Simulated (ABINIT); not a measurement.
Runs of ABINIT 10.8.3 (patched build) on KTaO3. Symmetry: Pm-3m, No. 221, cubic system. Conventional cell: a = 3.988 Å, b = 3.988 Å, c = 3.988 Å, α = 90.00°, β = 90.00°, γ = 90.00°. Around Ta (site symmetry m-3m) lie 6 O at 1.99 Å. Around K (site symmetry m-3m) lie 12 O at 2.82 Å. O (site symmetry 4/mmm) is surrounded by 2 Ta at 1.99 Å. 

```csv
task,level,potentials or basis,k mesh,cutoff (eV),fine-grid cutoff,gap on the mesh (eV),pressure (GPa)
band structure,rPW86PBE,JTH PAW PBE v2.0,7 × 7 × 7,626,1224.51 eV,(c),9.5
band structure,PBE,JTH PAW PBE v2.0,7 × 7 × 7,626,1224.51 eV,2.24,5.5
band structure,BP86,JTH PAW PBE v2.0,7 × 7 × 7,626,1224.51 eV,2.22,(b)
single point,PBE,JTH PAW PBE v2.0,4 × 4 × 4,626,1224.51 eV,2.16,(a)
```

Alike in all rows: no spin polarisation; cell as given; smearing fermi-dirac 0.05 eV.

Task: Estimate the missing entries.

Result: (a) 5.6; (b) 5.2; (c) 2.30.

Caveats: spin-orbit coupling is left out, which moves the levels of the heavy elements; the atomic spheres overlap; the PAW data sets were made with another functional, which shifts forces and pressure a little (some runs).

A k mesh can miss the band edges, and the runs leave out spin-orbit coupling on Ta.
